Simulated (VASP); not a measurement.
# C in VASP: a series of runs

The runs below take C through single point, with LDA.

Everything below comes from runs of VASP 6.6.1. Logs are shortened: lines on timing, memory, paths and dates and some standing lists are left out, and cuts for length are marked.

**1. The slab as given**

The cell holds a slab with vacuum, 8 atoms: a = 2.456 Å, b = 2.456 Å, c = 22.805 Å, α = 90.00°, β = 90.00°, γ = 120.00°.

The slab is cut from a database's or a generator's crystal, which needn't be the stable form of the element.

**2. Single point, LDA**

Contents of INCAR:

```
SYSTEM = C
  PREC = Accurate
  ENCUT = 400
  EDIFF = 1E-7
  ISMEAR = 1
  SIGMA = 0.02
  LREAL = .False.
  LASPH = .True.
  NELM = 120
  ALGO = Normal
  ISIF = 2
  LWAVE = .False.
  LCHARG = .False.
  LDIPOL = .True.
  IDIPOL = 3
  DIPOL = 0.5 0.5 0.500
  NBANDS = 32
  LVHAR = .True.
  LVACPOTAV = .True.
```

Contents of KPOINTS:

```
regular mesh
0
Gamma
  12 12 1
  0 0 0
```

Contents of POSCAR:

```
C
1.0
    2.4560959400      0.0000000000      0.0000000000
   -1.2280479700      2.1270618200      0.0000000000
    0.0000000000      0.0000000000     22.8049153298
C
8
Direct
    0.5833794600      0.1667589200      0.2631011742
    0.9166205400      0.8332410800      0.2631011742
    0.0833794600      0.1667589200      0.4223496308
    0.4166205400      0.8332410800      0.4223496308
    0.5833794600      0.1667589200      0.5776503692
    0.9166205400      0.8332410800      0.5776503692
    0.0833794600      0.1667589200      0.7368988258
    0.4166205400      0.8332410800      0.7368988258
```

Potentials or basis: VASP PAW LDA potentials, release 64 (C).

The run is started by

```sh
$ cat potpaw_LDA.64/C/POTCAR > POTCAR
$ mpirun -np 1 vasp_std > vasp.out
```

OUTCAR:

```text
SYSTEM = C
   PREC = Accurate
   ENCUT = 400
   EDIFF = 1E-7
   ISMEAR = 1
   LREAL = .False.
   LASPH = .True.
   NELM = 120
   ISIF = 2

 Found     43 irreducible k-points:

 Following reciprocal coordinates:
            Coordinates               Weight
  0.000000  0.000000  0.000000      1.000000
  0.083333 -0.000000  0.000000      4.000000
  0.000000  0.083333  0.000000      2.000000
  0.166667 -0.000000  0.000000      4.000000
  0.000000  0.166667  0.000000      2.000000
  0.250000 -0.000000  0.000000      4.000000
   k-points           NKPTS =     43   k-points in BZ     NKDIM =     43   number of bands    NBANDS=     32
   number of dos      NEDOS =    301   number of ions     NIONS =      8
   total plane-waves  NPLWV =  38400
   dimension x,y,z NGX =    16 NGY =   16 NGZ =  150
   dimension x,y,z NGXF=    32 NGYF=   32 NGZF=  300
   ions per type =               8
   NGX,Y,Z   is equivalent  to a cutoff of  10.83, 10.83, 10.93 a.u.
   NGXF,Y,Z  is equivalent  to a cutoff of  21.66, 21.66, 21.87 a.u.
 SYSTEM =  C
   PREC   = accura    normal or accurate (medium, high low for compatibility)
   ISTART =      0    job   : 0-new  1-cont  2-samecut
   ICHARG =      2    charge: 1-file 2-atom 10-const
   ISPIN  =      1    spin polarized calculation?
   LNONCOLLINEAR =      F non collinear calculations
   LSORBIT =      F    spin-orbit coupling
   LASPH  =      T    aspherical Exc in radial PAW
   ENCUT  =  400.0 eV  29.40 Ry    5.42 a.u.   4.01  4.01 37.19*2*pi/ulx,y,z
   NELM   =    120;   NELMIN=  2; NELMDL= -5     # of ELM steps
   EDIFF  = 0.1E-06   stopping-criterion for ELM
   LREAL  =      F    real-space projection
   EDIFFG = 0.1E-05   stopping-criterion for IOM
   NSW    =      0    number of steps for IOM
   IBRION =     -1    ionic relax: 0-MD 1-quasi-New 2-CG
   NFREE  =      0    steps in history (QN), initial steepest desc. (CG)
   ISIF   =      2    stress and relaxation
   ISYM   =      2    0-nonsym 1-usesym 2-fastsym
   POTIM  = 0.5000    time-step for ionic-motion
   TEBEG  =    0.0;   TEEND  =   0.0 temperature during run
   PSTRESS=    0.0 pullay stress
   NELECT =      32.0000    total number of electrons
   NUPDOWN=      -1.0000    fix difference up-down
   EMIN   =  10.00;   EMAX   =-10.00  energy-range for DOS
   EFERMI =   0.00;   METHOD = LEGACY
   ISMEAR =     1;   SIGMA  =   0.02  broadening in eV -4-tet -1-fermi 0-gaus
   EFERMI_NEDOS =   21; number of points for ismear=-14 and -15
   IALGO  =     38    algorithm
   IMIX   =      4    mixing-type and parameters
     AMIX     =   0.40;   BMIX     =  1.00
     AMIX_MAG =   1.60;   BMIX_MAG =  1.00
  volume/ion in A,a.u.               =      14.89       100.50
  Fermi-wavevector in a.u.,A,eV,Ry     =   1.056267  1.996054 15.180007  1.115699
  Thomas-Fermi vector in A             =   2.191496
   LORBIT       =      0    0 simple, 1 ext, 2 COOP (PROOUT), +10 PAW based schemes
   GGA     = CA    functional components
   LHFCALC =     F    Hartree Fock is set to
   AEXX    =    0.0000 exact exchange contribution
   IVDW    =     0    specifies the selected vdW correction
   LEPSILON=     F    determine dielectric tensor
   LRPA    =     F    only Hartree local field effects (RPA)
 non-spin polarized calculation
 Methfessel and Paxton  Order N= 1 SIGMA  =   0.02
  energy-cutoff  :      400.00
  volume of cell :      119.14
 maximum number of plane-waves:      2202
   NGX =  9   NGY =  9   NGZ = 75

 dipolmoment           0.000000      0.000000      0.000000 electrons x Angstroem

 number of electron      32.0000005 magnetization

 dipolmoment           0.000000      0.000000     -0.000000 electrons x Angstroem

 Free energy of the ion-electron system (eV)
  ---------------------------------------------------
  ext. energy  EPLUGINS =         0.00000000
  ---------------------------------------------------
  free energy    TOTEN  =       -80.87863468 eV

  energy without entropy =      -80.87865082  energy(sigma->0) =      -80.87864006

 E-fermi :   0.8969     XC(G=0):  -6.8222

 val. band max:        0.8305872146   @ k =   0.3333   0.3333   0.0000
 cond. band min:       0.9137466581   @ k =   0.3333   0.3333   0.0000
 fundamental gap:      0.0831594435
 Fermi energy:         0.8969077105

 k-point     1 :       0.0000    0.0000    0.0000
  band No.  band energies     occupation
      1     -18.5878      2.00000
      2     -18.5415      2.00000
      3     -18.4939      2.00000
      4     -18.4358      2.00000
      5      -7.4123      2.00000
      6      -7.0536      2.00000
      7      -6.6624      2.00000
      8      -6.2437      2.00000
      9      -2.1608      2.00000
     10      -2.1608      2.00000
     11      -2.1520      2.00000
     12      -2.1496      2.00000
     13      -2.1494      2.00000
     14      -2.1477      2.00000
     15      -2.1410      2.00000
     16      -2.1312      2.00000
     17       4.1918      0.00000
     18       4.5560      0.00000
     19       5.1431      0.00000
     20       6.4626      0.00000
     21       6.5642      0.00000
     22       8.5213      0.00000
     23       8.9467      0.00000
     24       9.2328      0.00000
     25       9.2374      0.00000
     26       9.2481      0.00000
     27       9.2519      0.00000
     28       9.2526      0.00000

 k-point     2 :       0.0833   -0.0000    0.0000
  band No.  band energies     occupation
      1     -18.4228      2.00000
      2     -18.3770      2.00000
      3     -18.3299      2.00000
      4     -18.2725      2.00000
      5      -7.2102      2.00000
      6      -6.8536      2.00000
      7      -6.4653      2.00000
      8      -6.0498      2.00000
      9      -2.7915      2.00000
     10      -2.7900      2.00000
     11      -2.7813      2.00000
     12      -2.7724      2.00000
     13      -2.4989      2.00000
     14      -2.4987      2.00000
     15      -2.4882      2.00000
     16      -2.4879      2.00000
     17       4.4070      0.00000
     18       4.7743      0.00000
     19       5.3586      0.00000
     20       6.6668      0.00000
     21       6.7826      0.00000
     22       8.7016      0.00000
     23       9.1366      0.00000
     24       9.3153      0.00000
     25       9.3196      0.00000
     26       9.3229      0.00000
     27       9.3341      0.00000
     28       9.9520      0.00000

 k-point     3 :       0.0000    0.0833    0.0000
  band No.  band energies     occupation
      1     -18.4228      2.00000
      2     -18.3770      2.00000
      3     -18.3299      2.00000
      4     -18.2725      2.00000
      5      -7.2101      2.00000
      6      -6.8536      2.00000
      7      -6.4652      2.00000
      8      -6.0499      2.00000
      9      -2.7985      2.00000
     10      -2.7980      2.00000
     11      -2.7895      2.00000
     12      -2.7823      2.00000
     13      -2.4925      2.00000
     14      -2.4915      2.00000
     15      -2.4829      2.00000
     16      -2.4729      2.00000
     17       4.4070      0.00000
     18       4.7743      0.00000
     19       5.3587      0.00000
     20       6.6671      0.00000
     21       6.7827      0.00000
     22       8.7024      0.00000
     23       9.1397      0.00000
     24       9.3248      0.00000
     25       9.3256      0.00000
     26       9.3352      0.00000
     27       9.3407      0.00000
     28       9.9303      0.00000

 k-point     4 :       0.1667   -0.0000    0.0000
  band No.  band energies     occupation
      1     -17.9294      2.00000
      2     -17.8853      2.00000
      3     -17.8399      2.00000
      4     -17.7842      2.00000
      5      -6.6090      2.00000
      6      -6.2599      2.00000
      7      -5.8805      2.00000
      8      -5.4747      2.00000
      9      -4.4118      2.00000
     10      -4.4066      2.00000
     11      -4.3955      2.00000
     12      -4.3801      2.00000
     13      -3.2986      2.00000
     14      -3.2986      2.00000
     15      -3.2878      2.00000
     16      -3.2878      2.00000
     17       5.0525      0.00000
     18       5.4280      0.00000
     19       6.0040      0.00000
     20       7.2732      0.00000
     21       7.4348      0.00000
     22       9.1455      0.00000
     23       9.2450      0.00000
     24       9.3088      0.00000
     25       9.3200      0.00000
     26       9.3981      0.00000
     27       9.8153      0.00000
     28      10.1988      0.00000

 k-point     5 :       0.0000    0.1667    0.0000
  band No.  band energies     occupation
      1     -17.9295      2.00000
      2     -17.8854      2.00000
      3     -17.8399      2.00000
      4     -17.7842      2.00000
      5      -6.6098      2.00000
      6      -6.2603      2.00000
      7      -5.8799      2.00000
      8      -5.4735      2.00000
      9      -4.4165      2.00000
     10      -4.4126      2.00000
     11      -4.4021      2.00000
     12      -4.3880      2.00000
     13      -3.2944      2.00000
     14      -3.2929      2.00000
     15      -3.2839      2.00000
     16      -3.2733      2.00000
     17       5.0526      0.00000
     18       5.4285      0.00000
     19       6.0048      0.00000
     20       7.2743      0.00000
     21       7.4357      0.00000
     22       9.1472      0.00000
     23       9.2344      0.00000
     24       9.3133      0.00000
     25       9.3428      0.00000
     26       9.3747      0.00000
     27       9.8095      0.00000
     28      10.2802      0.00000

 k-point     6 :       0.2500   -0.0000    0.0000
  band No.  band energies     occupation
      1     -17.1134      2.00000
      2     -17.0722      2.00000
      3     -17.0293      2.00000
      4     -16.9765      2.00000
      5      -6.5001      2.00000
      6      -6.4896      2.00000
      7      -6.4744      2.00000
      8      -6.4526      2.00000
      9      -5.6241      2.00000
     10      -5.2889      2.00000
     11      -4.9266      2.00000
     12      -4.5400      2.00000
     13      -4.1865      2.00000
     14      -4.1864      2.00000
     15      -4.1758      2.00000
     16      -4.1753      2.00000
     17       6.1222      0.00000
     18       6.5039      0.00000
     19       7.0505      0.00000
     20       7.9722      0.00000
     21       8.0300      0.00000
     22       8.0998      0.00000
     23       8.3113      0.00000
     24       8.5158      0.00000
     25       8.5708      0.00000
     26       9.0273      0.00000
     27       9.0625      0.00000
     28       9.0953      0.00000

 [... further k-points ...]

 [bands above 28 left out]

------------------------ aborting loop because EDIFF is reached ----------------------------------------

  FORCE on cell =-STRESS in cart. coord.  units (eV):
  Direction    XX          YY          ZZ          XY          YZ          ZX
  --------------------------------------------------------------------------------------
  -------------------------------------------------------------------------------------
  Total       -2.6933342     -2.7621885     -1.5183329      0.0000000      0.0000000      0.0000000
  in kB      -36.2198737    -37.1458235    -20.4184932      0.0000000      0.0000000      0.0000000
  external PRESSURE =     -31.2613968 kB  Pullay stress =       0.0000000 kB

 VOLUME and BASIS-vectors are now :
 -----------------------------------------------------------------------------
  energy-cutoff  :      400.00
  volume of cell :      119.14
      direct lattice vectors                 reciprocal lattice vectors
     2.456095940  0.000000000  0.000000000     0.407150219  0.235066041  0.000000000
    -1.228047970  2.127061820  0.000000000     0.000000000  0.470132081  0.000000000
     0.000000000  0.000000000 22.804915330     0.000000000  0.000000000  0.043850196

 POSITION                                       TOTAL-FORCE (eV/Angst)
 -----------------------------------------------------------------------------------
      1.22805      0.35471      6.00000        -0.000000     -0.025347      0.023242
      1.22805      1.77236      6.00000         0.000000      0.025347      0.023242
      0.00000      0.35471      9.63165        -0.000000     -0.027412     -0.005699
     -0.00000      1.77236      9.63165         0.000000      0.027412     -0.005699
      1.22805      0.35471     13.17327        -0.000000     -0.027412      0.005699
      1.22805      1.77236     13.17327         0.000000      0.027412      0.005699
      0.00000      0.35471     16.80492        -0.000000     -0.025347     -0.023242
     -0.00000      1.77236     16.80492         0.000000      0.025347     -0.023242
 -----------------------------------------------------------------------------------
    total drift:                               -0.000000      0.000000      0.000000

  FREE ENERGIE OF THE ION-ELECTRON SYSTEM (eV)
  ---------------------------------------------------
  free  energy   TOTEN  =       -80.8786346794 eV

  energy  without entropy=      -80.8786508190  energy(sigma->0) =      -80.87864006

 vacuum level on the upper side and lower side of the slab         5.401         5.401
```

It took 84 s on 1 thread of Intel Xeon 6975P-C (Granite Rapids), shared host; peak memory 0.18 GiB.

These settings aren't checked as converged: the numbers below hold their error.

What came out:

```yaml
Free_energy: -80.8786 eV
Largest_force: 0.034 eV/Å
Band_gap_on_the_k_mesh: 0.08 eV, direct
Ionisation_potential_of_the_upper_face: 4.57 eV
```

Caveat: the cutoff is under 1.25 times the usual one of these potentials, so pressure, stress and relaxed cells hold a basis-set (Pulay) error.

**3. Single point, LDA**

This run uses another cell than the first one, of 18.81 Å³/atom, 1.263 times its volume.

Edit INCAR of step 2 so:

```diff
@@ -5,3 +5,3 @@
   ISMEAR = 1
-  SIGMA = 0.02
+  SIGMA = 0.1
   LREAL = .False.
```

Contents of KPOINTS:

```
regular mesh
0
Gamma
  10 10 1
  0 0 0
```

Contents of POSCAR:

```
C
1.0
    2.4560959400      0.0000000000      0.0000000000
   -1.2280479700      2.1270618200      0.0000000000
    0.0000000000      0.0000000000     28.8049153298
C
8
Direct
    0.5833794600      0.1667589200      0.3124466744
    0.9166205400      0.8332410800      0.3124466744
    0.0833794600      0.1667589200      0.4385240305
    0.4166205400      0.8332410800      0.4385240305
    0.5833794600      0.1667589200      0.5614759695
    0.9166205400      0.8332410800      0.5614759695
    0.0833794600      0.1667589200      0.6875533256
    0.4166205400      0.8332410800      0.6875533256
```

Potentials or basis: VASP PAW LDA potentials, release 64 (C).

The run is started by

```sh
$ cat potpaw_LDA.64/C/POTCAR > POTCAR
$ mpirun -np 1 vasp_std > vasp.out
```

It took 76 s on 1 thread of Intel Xeon 6975P-C (Granite Rapids), shared host; peak memory 0.19 GiB.

These settings aren't checked as converged: the numbers below hold their error.

What came out:

```
Free energy                            : -80.9088 eV
Largest force                          : 0.026 eV/Å
Band gap on the k mesh                 : 1.38 eV, indirect (least direct gap 1.44 eV)
Ionisation potential of the upper face : 5.24 eV
```

Caveat: the cutoff is under 1.25 times the usual one of these potentials, so pressure, stress and relaxed cells hold a basis-set (Pulay) error.

**4. Single point, LDA**

Edit INCAR of step 3 so:

```diff
@@ -2,3 +2,3 @@
   PREC = Accurate
-  ENCUT = 400
+  ENCUT = 500
   EDIFF = 1E-7
```

Contents of KPOINTS:

```
regular mesh
0
Gamma
  12 12 1
  0 0 0
```

Contents of POSCAR:

```
C
1.0
    2.4560959400      0.0000000000      0.0000000000
   -1.2280479700      2.1270618200      0.0000000000
    0.0000000000      0.0000000000     22.8049153298
C
8
Direct
    0.5833794600      0.1667589200      0.2631011742
    0.9166205400      0.8332410800      0.2631011742
    0.0833794600      0.1667589200      0.4223496308
    0.4166205400      0.8332410800      0.4223496308
    0.5833794600      0.1667589200      0.5776503692
    0.9166205400      0.8332410800      0.5776503692
    0.0833794600      0.1667589200      0.7368988258
    0.4166205400      0.8332410800      0.7368988258
```

The run is started by

```sh
$ cat potpaw_LDA.64/C/POTCAR > POTCAR
$ mpirun -np 1 vasp_std > vasp.out
```

Run time: 2.9 min. Hardware: 1 thread of Intel Xeon 6975P-C (Granite Rapids), shared host; peak memory 0.22 GiB.

These settings aren't checked as converged: the numbers below hold their error.

Results:

| Quantity | Value |
| --- | --- |
| Free energy | -80.8024 eV |
| Largest force | 0.034 eV/Å |
| Band gap on the k mesh | 0.08 eV, direct |
| Ionisation potential of the upper face | 4.57 eV |

[end of part 1 of 2]
